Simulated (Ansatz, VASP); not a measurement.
# Two plane-wave programs on AlN

```xyz
4
Lattice="3.1074 0.0000 0.0000 -1.5537 2.6911 0.0000 0.0000 0.0000 4.9740" Properties=species:S:1:pos:R:3 pbc="T T T"
Al    0.0000    1.7940   -0.0049
Al    1.5537    0.8970    2.4821
N     0.0000    1.7940    1.8950
N     1.5537    0.8970    4.3820
```

Alike in both runs: functional PBE; dispersion D4; k mesh 6 × 6 × 4; no spin polarisation.

Ansatz relaxed the structure, and its values are those at the end. VASP's run is a single point on that final structure, the one shown.

|  | VASP | Ansatz |
| --- | --- | --- |
| version | VASP 6.6.1 | Ansatz 0.2.0 |
| potentials or method | VASP PAW PBE potentials, release 64 (Al, N) | plane waves, PAW |
| plane-wave cutoff (eV) | 520 | 510 |
| occupations | gaussian, width 0.01 eV | fixed |
| valence electrons in the cell | 16 | 16 |

Ansatz gave:

- pressure (GPa): 0.0
- dispersion energy (meV/atom): -308.0

Problem. What did VASP give for the same quantities?

Solution. Pressure (GPa): -0.2; dispersion energy (meV/atom): -307.9.

Ansatz warned: «stress_scf_threshold_loose».
